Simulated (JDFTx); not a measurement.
**BaTiO3 (Barioperovskite) under changes of volume**

One of the cells (12.867 Å³/atom); the others are scaled copies at fixed shape and fractional positions:

```
CELL_PARAMETERS angstrom
3.98550 0.00000 0.00000
0.00000 2.83690 2.84515
0.00000 -2.83690 2.84515
ATOMIC_POSITIONS crystal
Ba 0.00000 0.00000 0.00000
Ti 0.50000 0.51240 0.51240
O 0.50000 0.99184 0.50524
O 0.50000 0.50524 0.99184
O 0.00000 0.48740 0.48740
```

| Quantity | Value |
| --- | --- |
| Program | JDFTx 1.7.0 (patched build) |
| Functional | PBEsol |
| Potentials or basis | PseudoDojo-SR-PBEsol-0.4.1-standard with smoothed tails |
| Cutoff | 1143 eV |
| Density cutoff | 9143 eV |
| k mesh | 7 × 7 × 7 |
| Occupations | fermi-dirac, width 0.05 eV |
| Spin | no spin polarisation |

```csv
volume (Å³/atom),energy over the lowest point (meV/atom),pressure (GPa),gap on the mesh (eV),largest force (eV/Å)
12.095,11.98,7.9,2.06,0.232
12.353,2.73,3.6,2.02,0.214
12.610,0.00,-0.2,1.97,0.241
12.867,3.09,-3.6,1.93,0.295
13.125,11.38,-6.7,1.89,0.359
13.382,?,?,?,?
13.639,41.40,-11.9,1.80,0.491
```

**Question.** What does the run at 13.382 Å³/atom give?

**Answer.** Energy over the lowest point 24.32 meV/atom; pressure -9.4 GPa; gap on the mesh 1.85 eV; largest force 0.425 eV/Å.

Worked out: A Birch-Murnaghan fit of order 3 (a polynomial in V^(-2/3)) to the other rows has its minimum at 12.60 Å³/atom with B0 = V·E''(V) = 178 GPa and B' = 4.4 at fixed shape and positions, which overstates the stiffness. It gives 24.31 meV/atom at 13.382 Å³/atom, against the run's 24.32, and -dE/dV = -9.4 GPa, against -9.4. A straight line through the other rows of the gap, of slope -2.16 eV per unit of ln V, gives 1.84 eV, against the run's 1.85.

Energies are extrapolated to zero smearing.

Caveats: this release of the barium file is off; spin-orbit coupling is left out, which moves the levels of the heavy elements; an odd mesh through Γ misses points on the zone boundary, where band edges often lie.
